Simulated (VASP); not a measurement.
# Sb (I4/mmm) in VASP: further runs

Runs on Sb. Level: r2SCAN. Tasks: single point.

Program: VASP 6.6.1. These are calculated values, not measurements. Logs are shortened: lines on timing, memory, paths and dates and some standing lists are left out, and cuts for length are marked.

## 1. Starting point

It takes space group I4/mmm (No. 139, tetragonal). The conventional cell has a = 3.153 Å, b = 3.153 Å, c = 5.424 Å, α = 90.00°, β = 90.00°, γ = 90.00°. Sb (site symmetry 4/mmm) has 12 Sb at 3.15 to 3.51 Å as nearest neighbours.

This isn't the form of Sb at room conditions, which is rhombohedral.

## 2. Single point, r2SCAN

Contents of INCAR:

```
SYSTEM = Sb
PREC = Accurate
ENCUT = 400
EDIFF = 1E-4
ISMEAR = 0
SIGMA = 0.1
LREAL = .FALSE.
LASPH = .TRUE.
NELM = 100
ALGO = Normal
ISIF = 2
LWAVE = .FALSE.
LCHARG = .FALSE.
METAGGA = R2SCAN
LMIXTAU = .TRUE.
ADDGRID = .FALSE.
```

Contents of KPOINTS:

```
regular mesh
0
G
  11 11 11
  0 0 0
```

Contents of POSCAR:

```
Sb
1.0
   -1.5638750000      1.6131910000      2.7402030000
    1.6104090000     -1.5604430000      2.7365900000
    1.5281950000      1.5247630000     -2.7095380000
Sb
1
Direct
    0.0004760000      0.0218010000      0.0165680000
```

Potentials or basis: VASP PAW PBE potentials, release 64 (Sb).

The run is started by

```
$ cat potpaw_PBE.64/Sb/POTCAR > POTCAR
$ mpirun -np 1 vasp_std > vasp.out
```

OUTCAR:

```text
SYSTEM = Sb
   PREC = Accurate
   ENCUT = 400
   EDIFF = 1E-4
   ISMEAR = 0
   LREAL = .FALSE.
   LASPH = .TRUE.
   NELM = 100
   ISIF = 2
   METAGGA = R2SCAN

 Found    666 irreducible k-points:

 Following reciprocal coordinates:
            Coordinates               Weight
  0.000000  0.000000  0.000000      1.000000
  0.090909  0.000000  0.000000      2.000000
  0.181818 -0.000000  0.000000      2.000000
  0.272727  0.000000 -0.000000      2.000000
  0.363636 -0.000000  0.000000      2.000000
  0.454545  0.000000 -0.000000      2.000000
   k-points           NKPTS =    666   k-points in BZ     NKDIM =    666   number of bands    NBANDS=      6
   number of dos      NEDOS =    301   number of ions     NIONS =      1
   total plane-waves  NPLWV =  13824
   dimension x,y,z NGX =    24 NGY =   24 NGZ =   24
   dimension x,y,z NGXF=    48 NGYF=   48 NGZF=   48
   ions per type =               1
   NGX,Y,Z   is equivalent  to a cutoff of  11.26, 11.28, 11.52 a.u.
   NGXF,Y,Z  is equivalent  to a cutoff of  22.52, 22.55, 23.03 a.u.
 SYSTEM =  Sb
   PREC   = accura    normal or accurate (medium, high low for compatibility)
   ISTART =      0    job   : 0-new  1-cont  2-samecut
   ICHARG =      2    charge: 1-file 2-atom 10-const
   ISPIN  =      1    spin polarized calculation?
   LNONCOLLINEAR =      F non collinear calculations
   LSORBIT =      F    spin-orbit coupling
   LASPH  =      T    aspherical Exc in radial PAW
   ENCUT  =  400.0 eV  29.40 Ry    5.42 a.u.   5.78  5.77  5.65*2*pi/ulx,y,z
   NELM   =    100;   NELMIN=  2; NELMDL= -5     # of ELM steps
   EDIFF  = 0.1E-03   stopping-criterion for ELM
   LREAL  =      F    real-space projection
   EDIFFG = 0.1E-02   stopping-criterion for IOM
   NSW    =      0    number of steps for IOM
   IBRION =     -1    ionic relax: 0-MD 1-quasi-New 2-CG
   NFREE  =      0    steps in history (QN), initial steepest desc. (CG)
   ISIF   =      2    stress and relaxation
   ISYM   =      2    0-nonsym 1-usesym 2-fastsym
   POTIM  = 0.5000    time-step for ionic-motion
   TEBEG  =    0.0;   TEEND  =   0.0 temperature during run
   PSTRESS=    0.0 pullay stress
   NELECT =       5.0000    total number of electrons
   NUPDOWN=      -1.0000    fix difference up-down
   EMIN   =  10.00;   EMAX   =-10.00  energy-range for DOS
   EFERMI =   0.00;   METHOD = LEGACY
   ISMEAR =     0;   SIGMA  =   0.10  broadening in eV -4-tet -1-fermi 0-gaus
   EFERMI_NEDOS =   21; number of points for ismear=-14 and -15
   IALGO  =     38    algorithm
   IMIX   =      4    mixing-type and parameters
     AMIX     =   0.40;   BMIX     =  1.00
     AMIX_MAG =   1.60;   BMIX_MAG =  1.00
  volume/ion in A,a.u.               =      26.96       181.95
  Fermi-wavevector in a.u.,A,eV,Ry     =   0.933573  1.764197 11.858272  0.871558
  Thomas-Fermi vector in A             =   2.060288
   LORBIT       =      0    0 simple, 1 ext, 2 COOP (PROOUT), +10 PAW based schemes
   METAGGA = R2SCAN    functional components
   LHFCALC =     F    Hartree Fock is set to
   AEXX    =    0.0000 exact exchange contribution
   IVDW    =     0    specifies the selected vdW correction
   LEPSILON=     F    determine dielectric tensor
   LRPA    =     F    only Hartree local field effects (RPA)
 non-spin polarized calculation
 Gauss-broadening in eV      SIGMA  =   0.10
  energy-cutoff  :      400.00
  volume of cell :       26.96
 maximum number of plane-waves:       504
   NGX = 11   NGY = 11   NGZ = 11

 number of electron       5.0000000 magnetization

 Free energy of the ion-electron system (eV)
  ---------------------------------------------------
  ext. energy  EPLUGINS =         0.00000000
  ---------------------------------------------------
  free energy    TOTEN  =       -25.26432940 eV

  energy without entropy =      -25.26013369  energy(sigma->0) =      -25.26223154

 E-fermi :   8.4728     XC(G=0): -10.7845

 val. band max:        8.4649857062   @ k =   0.0000   0.1818   0.4545
 cond. band min:       8.4765662273   @ k =   0.1818   0.1818   0.0000
 fundamental gap:      0.0115805211
 Fermi energy:         8.4728414331

 k-point     1 :       0.0000    0.0000    0.0000
  band No.  band energies     occupation
      1      -5.1388      2.00000
      2      13.1694      0.00000
      3      14.1961      0.00000
      4      14.2498      0.00000
      5      18.1000      0.00000
      6      19.3370      0.00000

 k-point     2 :       0.0909    0.0000    0.0000
  band No.  band energies     occupation
      1      -4.9662      2.00000
      2      12.2754      0.00000
      3      13.2037      0.00000
      4      14.1952      0.00000
      5      18.1295      0.00000
      6      18.6067      0.00000

 k-point     3 :       0.1818   -0.0000    0.0000
  band No.  band energies     occupation
      1      -4.4517      2.00000
      2       9.6599      0.00000
      3      12.2536      0.00000
      4      14.1669      0.00000
      5      16.9048      0.00000
      6      18.5978      0.00000

 k-point     4 :       0.2727    0.0000   -0.0000
  band No.  band energies     occupation
      1      -3.6100      2.00000
      2       6.8969      2.00000
      3      11.4075      0.00000
      4      14.1884      0.00000
      5      16.0010      0.00000
      6      18.5937      0.00000

 k-point     5 :       0.3636   -0.0000    0.0000
  band No.  band energies     occupation
      1      -2.4967      2.00000
      2       4.4252      2.00000
      3      10.7714      0.00000
      4      14.2656      0.00000
      5      15.4120      0.00000
      6      18.7952      0.00000

 k-point     6 :       0.4545    0.0000   -0.0000
  band No.  band energies     occupation
      1      -1.3836      2.00000
      2       2.6160      2.00000
      3      10.4343      0.00000
      4      14.3416      0.00000
      5      15.1215      0.00000
      6      19.1166      0.00000

 [... further k-points ...]

------------------------ aborting loop because EDIFF is reached ----------------------------------------

  FORCE on cell =-STRESS in cart. coord.  units (eV):
  Direction    XX          YY          ZZ          XY          YZ          ZX
  --------------------------------------------------------------------------------------
  -------------------------------------------------------------------------------------
  Total        0.1002283      0.1032680      0.1953904     -0.0286777      0.0144279     -0.0108491
  in kB        5.9559508      6.1365832     11.6108505     -1.7041421      0.8573624     -0.6446945
  external PRESSURE =       7.9011282 kB  Pullay stress =       0.0000000 kB

 VOLUME and BASIS-vectors are now :
 -----------------------------------------------------------------------------
  energy-cutoff  :      400.00
  volume of cell :       26.96
      direct lattice vectors                 reciprocal lattice vectors
    -1.563875000  1.613191000  2.740203000     0.002055809  0.316948054  0.179518554
     1.610409000 -1.560443000  2.736590000     0.317083613  0.001847581  0.179876686
     1.528195000  1.524763000 -2.709538000     0.322328449  0.322401118 -0.005843793

 POSITION                                       TOTAL-FORCE (eV/Angst)
 -----------------------------------------------------------------------------------
      0.05968     -0.00799      0.01607         0.000000      0.000000      0.000000
 -----------------------------------------------------------------------------------
    total drift:                               -0.000000     -0.000000      0.000001

  FREE ENERGIE OF THE ION-ELECTRON SYSTEM (eV)
  ---------------------------------------------------
  free  energy   TOTEN  =       -25.2643293951 eV

  energy  without entropy=      -25.2601336866  energy(sigma->0) =      -25.26223154
```

Wall time 68 s (1 thread of Intel Xeon 6975P-C (Granite Rapids), shared host); peak memory 0.21 GiB.

The run converged, but some of its settings lie outside the range that counts as converged, so its numbers aren't taken as properties of the crystal.

Results:

| Quantity | Value |
| --- | --- |
| Free energy | -25.2643 eV |
| Pressure | 0.8 GPa |
| Band gap on the k mesh | none (metal or under the smearing width) |

Caveat: the PAW data sets were made with another functional, which shifts forces and pressure a little.

## 3. Single point, r2SCAN

Edit INCAR of step 2 so:

```diff
@@ -3,3 +3,3 @@
 ENCUT = 400
-EDIFF = 1E-4
+EDIFF = 1E-5
 ISMEAR = 0
```

KPOINTS is that of step 2.

Contents of POSCAR:

```
Sb
1.0
   -1.5765401831      1.5765401831      2.7119384313
    1.5765401831     -1.5765401831      2.7119384313
    1.5765401831      1.5765401831     -2.7119384313
Sb
1
Direct
    0.0000000000      0.0000000000      0.0000000000
```

Potentials or basis: VASP PAW PBE potentials, release 64 (Sb).

The run is started by

```
$ cat potpaw_PBE.64/Sb/POTCAR > POTCAR
$ mpirun -np 1 vasp_std > vasp.out
```

Run time: 20 s. Hardware: 1 thread of Intel Xeon 6975P-C (Granite Rapids), shared host; peak memory 0.15 GiB.

These settings aren't checked as converged: the numbers below hold their error.

What came out:

| Item | Value |
| --- | --- |
| Free energy | -25.2636 eV |
| Pressure | 0.8 GPa |
| Band gap on the k mesh | none (metal or under the smearing width) |

Caveat: the PAW data sets were made with another functional, which shifts forces and pressure a little.

## 4. Single point, r2SCAN

INCAR is that of step 3.

KPOINTS is that of step 3.

Contents of POSCAR:

```
Sb
1.0
   -1.5638750000      1.6131910000      2.7402030000
    1.6104090000     -1.5604430000      2.7365900000
    1.5281950000      1.5247630000     -2.7095380000
Sb
1
Direct
    0.0004760000      0.0218010000      0.0165680000
```

Potentials or basis: VASP PAW PBE potentials, release 64 (Sb).

The run is started by

```
$ cat potpaw_PBE.64/Sb/POTCAR > POTCAR
$ mpirun -np 1 vasp_std > vasp.out
```

OUTCAR:

```text
SYSTEM = Sb
   PREC = Accurate
   ENCUT = 400
   EDIFF = 1E-5
   ISMEAR = 0
   LREAL = .FALSE.
   LASPH = .TRUE.
   NELM = 100
   ISIF = 2
   METAGGA = R2SCAN

 Found    666 irreducible k-points:

 Following reciprocal coordinates:
            Coordinates               Weight
  0.000000  0.000000  0.000000      1.000000
  0.090909  0.000000  0.000000      2.000000
  0.181818 -0.000000  0.000000      2.000000
  0.272727  0.000000 -0.000000      2.000000
  0.363636 -0.000000  0.000000      2.000000
  0.454545  0.000000 -0.000000      2.000000
   k-points           NKPTS =    666   k-points in BZ     NKDIM =    666   number of bands    NBANDS=      6
   number of dos      NEDOS =    301   number of ions     NIONS =      1
   total plane-waves  NPLWV =  13824
   dimension x,y,z NGX =    24 NGY =   24 NGZ =   24
   dimension x,y,z NGXF=    48 NGYF=   48 NGZF=   48
   ions per type =               1
   NGX,Y,Z   is equivalent  to a cutoff of  11.26, 11.28, 11.52 a.u.
   NGXF,Y,Z  is equivalent  to a cutoff of  22.52, 22.55, 23.03 a.u.
 SYSTEM =  Sb
   PREC   = accura    normal or accurate (medium, high low for compatibility)
   ISTART =      0    job   : 0-new  1-cont  2-samecut
   ICHARG =      2    charge: 1-file 2-atom 10-const
   ISPIN  =      1    spin polarized calculation?
   LNONCOLLINEAR =      F non collinear calculations
   LSORBIT =      F    spin-orbit coupling
   LASPH  =      T    aspherical Exc in radial PAW
[... 57 lines left out ...]

 k-point     1 :       0.0000    0.0000    0.0000
  band No.  band energies     occupation
      1      -5.1387      2.00000
      2      13.1693      0.00000
      3      14.1961      0.00000
      4      14.2498      0.00000
      5      18.0999      0.00000
      6      19.3371      0.00000
[... 37 lines left out ...]
 k-point     6 :       0.4545    0.0000   -0.0000
  band No.  band energies     occupation
      1      -1.3835      2.00000
      2       2.6161      2.00000
      3      10.4343      0.00000
      4      14.3416      0.00000
      5      15.1217      0.00000
      6      19.1166      0.00000

 [... further k-points ...]

------------------------ aborting loop because EDIFF is reached ----------------------------------------

  FORCE on cell =-STRESS in cart. coord.  units (eV):
  Direction    XX          YY          ZZ          XY          YZ          ZX
  --------------------------------------------------------------------------------------
  -------------------------------------------------------------------------------------
  Total        0.1016308      0.1046697      0.1963484     -0.0286640      0.0144046     -0.0108741
  in kB        6.0392914      6.2198759     11.6677780     -1.7033273      0.8559746     -0.6461805
  external PRESSURE =       7.9756484 kB  Pullay stress =       0.0000000 kB

 VOLUME and BASIS-vectors are now :
 -----------------------------------------------------------------------------
  energy-cutoff  :      400.00
  volume of cell :       26.96
      direct lattice vectors                 reciprocal lattice vectors
    -1.563875000  1.613191000  2.740203000     0.002055809  0.316948054  0.179518554
     1.610409000 -1.560443000  2.736590000     0.317083613  0.001847581  0.179876686
     1.528195000  1.524763000 -2.709538000     0.322328449  0.322401118 -0.005843793

 POSITION                                       TOTAL-FORCE (eV/Angst)
 -----------------------------------------------------------------------------------
      0.05968     -0.00799      0.01607         0.000000      0.000000      0.000000
 -----------------------------------------------------------------------------------
    total drift:                               -0.000000     -0.000000      0.000001

  FREE ENERGIE OF THE ION-ELECTRON SYSTEM (eV)
  ---------------------------------------------------
  free  energy   TOTEN  =       -25.2643384330 eV

  energy  without entropy=      -25.2601425711  energy(sigma->0) =      -25.26224050
```

Wall time 72 s (1 thread of Intel Xeon 6975P-C (Granite Rapids), shared host); peak memory 0.21 GiB.

The run converged, but some of its settings lie outside the range that counts as converged, so its numbers aren't taken as properties of the crystal.

What came out:

```yaml
Free_energy: -25.2643 eV
Pressure: 0.8 GPa
Band_gap_on_the_k_mesh: none (metal or under the smearing width)
```

Caveat: the PAW data sets were made with another functional, which shifts forces and pressure a little.

(Continued in part 2 of 2.)
